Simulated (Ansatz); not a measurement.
Method: Ansatz 0.2.0, DFT PBE+D3(BJ), scalar-relativistic, plane waves, PAW. All cells share a 420 eV cutoff and Γ-centred k meshes spaced at most about 0.3 Å⁻¹ (2π included). No spin polarisation in the final relaxations.

Temperature and zero-point effects are left out. All come from trial cells, and lower structures may exist.

Question: These unrelaxed guesses for NaI are each relaxed within their symmetry. Order them by the energy at which they end, lowest first.
A.

Space group P4/mmm (No. 123). a = 4.429 Å, b = 4.429 Å, c = 3.780 Å, α = 90.00°, β = 90.00°, γ = 90.00°
```tsv
atom	site	symmetry	x	y	z
Na	1a	4/mmm	0.0000	0.0000	0.0000
I	1c	4/mmm	0.5000	0.5000	0.0000
```

B.

Space group I4/mmm (No. 139). a = 4.429 Å, b = 4.429 Å, c = 7.560 Å, α = 90.00°, β = 90.00°, γ = 90.00°
```tsv
atom	site	symmetry	x	y	z
Na	2a	4/mmm	0.0000	0.0000	0.0000
I	2b	4/mmm	0.5000	0.5000	0.0000
```

Answer: B (ends in Fm-3m, rock salt type, 0 meV/atom), A (ends in P4/mmm, 220 meV/atom).

Spin–orbit coupling, which can matter for I, is left out. With atoms moved at random, Fm-3m came back. Other cells relaxed within their symmetry can be saddle points. The part of the Crystallography Open Database at hand lists NaI in space group No. 225; sharing a group (Fm-3m) doesn't make a cell the listed structure. Some types were kept out of the candidates beforehand, so the set may lack a known form.
